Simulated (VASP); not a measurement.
# FeSi23 (a cell with a defect) in VASP: a series of runs

One crystal, FeSi23 (a cell with a defect), is run at these levels: PBEsol+U; tasks: single point.

Everything below comes from runs of VASP 6.6.1. Logs are shortened: lines on timing, memory, paths and dates and some standing lists are left out, and cuts for length are marked.

## (1) The crystal as given

The cell holds a defect, 24 atoms: a = 11.534 Å, b = 7.689 Å, c = 7.689 Å, α = 60.00°, β = 60.00°, γ = 60.00°.

## (2) Single point, PBEsol+U, collinear spin, ferromagnetic start

INCAR reads:

```
SYSTEM = FeSi23
PREC     = Accurate       ! precision mode
ENCUT    = 350            ! plane-wave cutoff, eV
EDIFF    = 1E-5           ! SCF threshold, eV
ISMEAR   = 0              ! smearing method
SIGMA    = 0.03           ! smearing width, eV
LREAL    = Auto         
LASPH    = .True.         ! aspherical terms in the spheres
NELM     = 120            ! most SCF steps
ALGO     = Normal         ! electronic algorithm
ISIF     = 2              ! what is computed and relaxed
LWAVE    = .False.        ! write WAVECAR
LCHARG   = .False.        ! write CHGCAR
ISPIN    = 2              ! spin polarisation
MAGMOM   = 4 0 0 0 0 0 0 0 0 0 0 0 0 0 0 0 0 0 0 0 0 0 0 0 ! initial moments
LORBIT   = 11             ! projections on sites
NUPDOWN  = 4              ! fixed moment
LMAXMIX  = 4              ! l up to which the mixer works
LDAU     = .True.         ! DFT+U
LDAUTYPE = 2            
LDAUL    = 2 -1           ! shell
LDAUU    = 6 0            ! U, eV
LDAUJ    = 0 0          
LDAUPRINT= 1            
GGA      = PS             ! functional
NBANDS   = 72             ! bands
ISYM     = 0            
KPAR     = 4
```

KPOINTS reads:

```
regular mesh
0
Gamma
  2 3 3
  0 0 0
```

POSCAR reads:

```
FeSi23                                  
1.0
    0.0000000000      8.1555000000      8.1555000000
    5.4370000000      0.0000000000      5.4370000000
    5.4370000000      5.4370000000      0.0000000000
  Fe              Si            
     1    23
Direct
     0.9974636571222208    0.0005400459177667    0.0005812750573974
     0.9997804608517913    0.0004114436505349    0.4996901271962856
     0.0006006996902104    0.5013971101385035    0.9973692779900074
     0.0005104531603344    0.5008892058544251    0.4985204551355950
     0.3328943081743075    0.0012599664345154    0.0000194567445460
     0.3358383847039934    0.9994117697906764    0.4965467972297648
     0.3366118703241808    0.4972026155518907    0.9979044804702537
     0.3342282615824884    0.5004859639458571    0.4980798125295475
     0.6699539112275642    0.9998124215068575    0.9986215559706521
     0.6652483711046787    0.0011287520474294    0.5016943178078811
     0.6663636461637193    0.5024270090350651    0.9993856392072111
     0.6680198237363862    0.5007602723147919    0.4985537552121789
     0.0843949594219891    0.1267477835236532    0.1247407204655731
     0.0869990151373299    0.1246697275502044    0.6203230309135153
     0.0878892783301351    0.6207699532885236    0.1225738445123174
     0.0845213196327056    0.6254592278710076    0.6226375881538889
     0.4208876756424227    0.1222868608314565    0.1216101739749083
     0.4153391091623347    0.1255130838432876    0.6260293041970263
     0.4165086942234698    0.6269628450947529    0.1233317571152988
     0.4182473129977994    0.6245052967227323    0.6230097641682398
     0.7457023103225920    0.1292301194510931    0.1286887334267513
     0.7501662241762305    0.1259609585472299    0.6243943634577627
     0.7511726617514788    0.6256108299615192    0.1238180925762795
     0.7505165913596333    0.6260837371262248    0.6244306764871317
```

Potentials or basis: VASP PAW PBE potentials, release 64 (Fe, Si).

Run with:

```console
$ cat potpaw_PBE.64/Fe/POTCAR potpaw_PBE.64/Si/POTCAR > POTCAR
$ mpirun -np 4 vasp_std > vasp.out
```

OUTCAR:

```text
SYSTEM = FeSi23
   PREC = Accurate
   ENCUT = 350
   EDIFF = 1E-5
   ISMEAR = 0
   LREAL = Auto
   LASPH = .True.
   NELM = 120
   ISIF = 2
   ISPIN = 2
   LORBIT = 11
   NUPDOWN = 4
   GGA = PS
   ISYM = 0

 ion  position               nearest neighbor table
   1  0.997  0.001  0.001-  21 2.37  15 2.38  14 2.39  13 2.39
   2  1.000  0.000  0.500-  22 2.35  16 2.35  13 2.35  14 2.36
   3  0.001  0.501  0.997-  23 2.35  13 2.35  16 2.35  15 2.36
   4  0.001  0.501  0.499-  16 2.35  24 2.35  15 2.36  14 2.36
   5  0.333  0.001  0.000-  13 2.34  18 2.35  19 2.35  17 2.35
   6  0.336  0.999  0.497-  14 2.34  18 2.35  20 2.35  17 2.35
[... 16 lines left out ...]
  23  0.751  0.626  0.124-   3 2.35   9 2.35  12 2.35  11 2.35
  24  0.751  0.626  0.624-  12 2.35  11 2.35   4 2.35  10 2.35

IMPORTANT INFORMATION: All symmetrisations will be switched off!
NOSYMM: (Re-)initialisation of all symmetry stuff for point group C_1.

----------------------------------------------------------------------------------------

                                     Primitive cell

  volume of cell :     482.1690

  direct lattice vectors                    reciprocal lattice vectors
     0.000000000  8.155500000  8.155500000    -0.061308320  0.061308320  0.061308320
     5.437000000  0.000000000  5.437000000     0.091962479 -0.091962479  0.091962479
     5.437000000  5.437000000  0.000000000     0.091962479  0.091962479 -0.091962479

  length of vectors
    11.533618708  7.689079139  7.689079139     0.106189124  0.159283687  0.159283687

  position of ions in fractional coordinates (direct lattice)
     0.997463657  0.000540046  0.000581275
     0.999780461  0.000411444  0.499690127
     0.000600700  0.501397110  0.997369278
     0.000510453  0.500889206  0.498520455
     0.332894308  0.001259966  0.000019457
     0.335838385  0.999411770  0.496546797
[... 16 lines left out ...]
     0.751172662  0.625610830  0.123818093
     0.750516591  0.626083737  0.624430676

  ion indices of the primitive-cell ions
   primitive index   ion index
                 1           1
                 2           2
                 3           3
                 4           4
                 5           5
                 6           6
[... 16 lines left out ...]
                23          23
                24          24

----------------------------------------------------------------------------------------

 KPOINTS: regular mesh

Automatic generation of k-mesh.
 Grid dimensions read from file:
 generate k-points for:    2    3    3

 Generating k-lattice:

[... 130 lines left out ...]
  ext. energy  EPLUGINS =         0.00000000
  ---------------------------------------------------
  free energy    TOTEN  =      -134.63772993 eV

  energy without entropy =     -134.63619737  energy(sigma->0) =     -134.63696365

 E-fermi :   5.4411     XC(G=0):  -9.5654

 val. band max:        5.7959632089   @ k =   0.0000   0.3333   0.0000
 cond. band min:       5.7804658989   @ k =   0.5000  -0.3333   0.3333
 fundamental gap:     -0.0154973100
 Fermi energy:         5.8093522958

 spin component 1

 k-point     1 :       0.0000    0.0000    0.0000
  band No.  band energies     occupation
      1      -6.3016      1.00000
      2      -4.9813      1.00000
      3      -4.8848      1.00000
      4      -4.0572      1.00000
      5      -4.0011      1.00000
      6      -3.8895      1.00000
[... 639 lines left out ...]
     61       8.7431      0.00000
     62       8.9146      0.00000
 Fermi energy:         5.4411104155

 spin component 2

 k-point     1 :       0.0000    0.0000    0.0000
  band No.  band energies     occupation
      1      -6.2793      1.00000
      2      -4.9645      1.00000
      3      -4.8513      1.00000
      4      -4.0248      1.00000
      5      -3.9662      1.00000
      6      -3.8656      1.00000
[... 639 lines left out ...]
     61       8.7734      0.00000
     62       8.9587      0.00000
 [bands above 62 left out]

------------------------ aborting loop because EDIFF is reached ----------------------------------------

  FORCE on cell =-STRESS in cart. coord.  units (eV):
  Direction    XX          YY          ZZ          XY          YZ          ZX
  --------------------------------------------------------------------------------------
  -------------------------------------------------------------------------------------
  Total        1.0474906      0.5814847      0.5927132     -1.2095243      0.8383878     -1.2190325
  in kB        3.4806588      1.9321890      1.9694997     -4.0190733      2.7858408     -4.0506676
  external PRESSURE =       2.4607825 kB  Pullay stress =       0.0000000 kB

 VOLUME and BASIS-vectors are now :
 -----------------------------------------------------------------------------
  energy-cutoff  :      350.00
  volume of cell :      482.17
      direct lattice vectors                 reciprocal lattice vectors
     0.000000000  8.155500000  8.155500000    -0.061308320  0.061308320  0.061308320
     5.437000000  0.000000000  5.437000000     0.091962479 -0.091962479  0.091962479
     5.437000000  5.437000000  0.000000000     0.091962479  0.091962479 -0.091962479

 POSITION                                       TOTAL-FORCE (eV/Angst)
 -----------------------------------------------------------------------------------
      0.00610      8.13798      8.13775         0.020274     -0.052910     -0.033974
      2.71905     10.87052      8.15595        -0.007991     -0.008749     -0.049782
      8.14879      5.42760      2.73100         0.001735     -0.041093     -0.009952
      5.43379      2.71462      2.72750         0.021798      0.002253     -0.010845
      0.00696      2.71503      2.72177         0.021548     -0.023872     -0.035387
      8.13353      5.43865      8.17273         0.009105     -0.028944      0.004108
[... 16 lines left out ...]
      4.07465      6.79939      9.52763         0.011535     -0.015658     -0.003415
      6.79905      9.51587      9.52486         0.000258     -0.016122     -0.010865
 -----------------------------------------------------------------------------------
    total drift:                                0.006095     -0.001953     -0.003262

  FREE ENERGIE OF THE ION-ELECTRON SYSTEM (eV)
  ---------------------------------------------------
  free  energy   TOTEN  =      -134.6377299262 eV

  energy  without entropy=     -134.6361973694  energy(sigma->0) =     -134.63696365

 total charge

# of ion       s       p       d       tot
------------------------------------------
    1        0.501   0.433   6.121   7.055
    2        0.756   0.926   0.000   1.682
    3        0.756   0.927   0.000   1.683
    4        0.756   0.923   0.000   1.679
    5        0.754   0.941   0.000   1.695
    6        0.752   0.938   0.000   1.690
[... 16 lines left out ...]
   23        0.751   0.941   0.000   1.693
   24        0.751   0.939   0.000   1.690
--------------------------------------------------
tot         17.893  21.909   6.121  45.923

 magnetization (x)

# of ion       s       p       d       tot
------------------------------------------
    1        0.037   0.100   3.302   3.439
    2        0.004   0.005   0.000   0.008
    3        0.004   0.005   0.000   0.008
    4        0.004   0.002   0.000   0.005
    5        0.003   0.011   0.000   0.014
    6        0.002   0.006   0.000   0.007
[... 16 lines left out ...]
   23       -0.000   0.002   0.000   0.001
   24       -0.000   0.001   0.000   0.001
--------------------------------------------------
tot          0.077   0.143   3.302   3.522
```

Run time: 5.7 min. Hardware: 4 MPI ranks of Intel Xeon 6975P-C (Granite Rapids), shared host; peak memory 0.64 GiB.

Results:

| Property | Result |
| --- | --- |
| Free energy | -134.6377 eV |
| Pressure | 0.2 GPa |
| Largest force | 0.173 eV/Å |
| Net moment | 4.00 μB per cell |
| Site moments | Fe +3.44; Si +0.01, +0.00, -0.01, -0.00, +0.02 μB |
| Valence electrons inside the program's atomic spheres | Fe 7.05; Si 1.68, 1.70, 1.69, 1.72 |

Forces in eV/Å, atoms in the order of the input:
```
Fe   0.020 -0.053 -0.034
Si  -0.008 -0.009 -0.050
Si   0.002 -0.041 -0.010
Si   0.022  0.002 -0.011
Si   0.022 -0.024 -0.035
Si   0.009 -0.029  0.004
Si   0.009  0.010 -0.023
Si  -0.015  0.017 -0.003
Si   0.051 -0.018 -0.014
Si   0.010 -0.043 -0.006
Si   0.005 -0.009 -0.056
Si  -0.010  0.020  0.004
Si   0.015  0.130  0.112
Si  -0.103 -0.029  0.136
Si  -0.101  0.138 -0.025
Si   0.008  0.004  0.016
Si  -0.009 -0.006 -0.001
Si   0.001  0.039  0.023
Si   0.013 -0.007  0.034
Si  -0.001 -0.018 -0.011
Si   0.050 -0.051 -0.037
Si   0.000  0.007  0.001
Si   0.012 -0.016 -0.003
Si   0.000 -0.016 -0.011
```

Stress tensor (GPa, compression positive):
```
 0.35 -0.40 -0.41
-0.40  0.19  0.28
-0.41  0.28  0.20
```

Eigenvalues of the final occupation matrices:
| site | spin | trace | eigenvalues |
| --- | --- | --- | --- |
| site 1 d | 1 | 4.73 | 0.94 0.94 0.95 0.95 0.95 |
| site 1 d | 2 | 1.42 | 0.01 0.01 0.39 0.49 0.51 |

Caveat: the PAW data sets were made with another functional, which shifts forces and pressure a little; the total moment is fixed, so each spin has its own Fermi level; the U is typed as a test and isn't derived for this compound.

(Part 1 of 2 ends here.)
